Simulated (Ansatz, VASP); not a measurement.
# Two plane-wave programs on Ge

```xyz
1
Lattice="0.0000 2.1181 2.1181 2.1181 0.0000 2.1181 2.1181 2.1181 0.0000" Properties=species:S:1:pos:R:3 pbc="T T T"
Ge    0.0000    0.0000    0.0000
```

Alike in both runs: functional r2SCAN; k mesh 18 × 18 × 18; occupations gaussian, width 0.1 eV; no spin polarisation.

Ansatz relaxed the structure, and its values are those at the end. VASP's run is a single point on that final structure, the one shown.

|  | VASP | Ansatz |
| --- | --- | --- |
| version | VASP 6.6.1 | Ansatz 0.2.0 |
| potentials or method | VASP PAW PBE potentials, release 64 (Ge_d) | scalar-relativistic, plane waves, PAW |
| plane-wave cutoff (eV) | 520 | 500 |
| valence electrons in the cell | 14 | 14 |

```tsv
	VASP	Ansatz	Ansatz less VASP
gap on the k mesh at the Fermi level (eV)	none	none	-
pressure (GPa)	-0.2	0.0	+0.16
```

A gap of «none» marks a metal or a gap that the smearing closes. With one functional, cell and mesh, what is left measures potentials, basis and numerics.

Caveats: the PAW data sets were made with another functional, which shifts forces and pressure a little (VASP).
